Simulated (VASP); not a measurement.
# CdF2 in VASP: how settings move the PBE single point

Aim: see what changed inputs do to the PBE single point of CdF2 in the fluorite structure, under -3.0 % strain along [111] alone.

The runs shown are made with VASP 6.6.1. PAW datasets, plane waves. Computed at 0 K without zero-point motion; spin polarisation is off.

### Step 1. The system as given

The cell comes from an earlier relaxation with r2SCAN in another program, then strained, with the atoms relaxed again.

It is trigonal, R-3m (No. 166); a = 3.810 Å, c = 9.053 Å in the conventional setting, 12.65 Å³ an atom. Cd has 8 F at 2.28–2.32 Å; F has 4 Cd at 2.28–2.32 Å.

As a file:

```xyz
3
Lattice="-0.0539 2.6403 2.6403 2.6403 -0.0539 2.6403 2.6403 2.6403 -0.0539" Properties=species:S:1:pos:R:3 pbc="T T T"
Cd    0.0000    0.0000    0.0000
F     1.3151    1.3151    1.3151
F     3.9116    3.9116    3.9116
```

### Step 2. Reference

File INCAR:

```
ENCUT = 520.000000
SIGMA = 0.020000
EDIFF = 1.00e-07
GGA = PE
PREC = Accurate
IBRION = -1
ISIF = 2
ISMEAR = -1
NBANDS = 20
NELM = 120
NSW = 0
LASPH = .TRUE.
LCHARG = .FALSE.
LWAVE = .FALSE.
LREAL = .FALSE.
```

File KPOINTS:

```
KPOINTS created by Atomic Simulation Environment
0
Gamma
8 8 8
0 0 0
```

File POSCAR:

```
Cd F
 1.0000000000000000
    -0.0538835536000000    2.6402941273999998    2.6402941273999998
     2.6402941273999998   -0.0538835536000000    2.6402941273999998
     2.6402941273999998    2.6402941273999998   -0.0538835536000000
 Cd  F
   1   2
Cartesian
 -0.0000000000000000 -0.0000000000000000 -0.0000000000000000
  1.3150569201626592  1.3150569201626592  1.3150569201626592
  3.9116477810373400  3.9116477810373400  3.9116477810373409
```

A file KPOINTS_OPT adds named points for the levels; it doesn't enter the self-consistent loop.

Potentials: the recommended PBE PAW datasets, 26 valence electrons.

Started as:

```console
> mpirun -np 1 vasp_std
```

### Step 3. Altered input 1

Changes to INCAR since step 2:

```diff
@@ -14,2 +14,4 @@
 LWAVE = .FALSE.
-LREAL = .FALSE.
+IVDW = 21
+NELECT = 25.5
+LREAL = .TRUE.
```

KPOINTS is that of step 2.

POSCAR is that of step 2.

### Step 4. Altered input 2

Changes to INCAR since step 2:

```diff
@@ -15 +15,2 @@
 LREAL = .FALSE.
+ALGO = Normal
```

KPOINTS is that of step 2.

POSCAR is that of step 2.

### Step 5. Altered input 3

Changes to INCAR since step 2:

```diff
@@ -15 +15,2 @@
 LREAL = .FALSE.
+IVDW = 10
```

KPOINTS is that of step 2.

POSCAR is that of step 2.

Q: Predict the outcome of this session. Wanted: for each run, changed; ending; energy change; pressure; electronic steps; usable.

The runs gave:

| run | changed | ending | energy change (meV/atom) | pressure (GPa) | gap on the mesh (eV; negative: overlap) | electronic steps | time | usable |
| --- | --- | --- | --- | --- | --- | --- | --- | --- |
| ref. | – | converged | 0 | 10.2 | 3.18 | 15 | 33 s | yes |
| 1 | IVDW = 21, NELECT = 25.5, LREAL = .TRUE. | converged | – | -6.3 | – | 15 | 84 s | no |
| 2 | ALGO = Normal | converged | 0.0 | 10.2 | 3.18 | 15 | 31 s | yes |
| 3 | IVDW = 10 | converged | – | 5.7 | 3.18 | 15 | 31 s | yes |

What this shows: Of 3 altered inputs, 1 ended normally on a faulty or unsound input, 2 gave usable results.
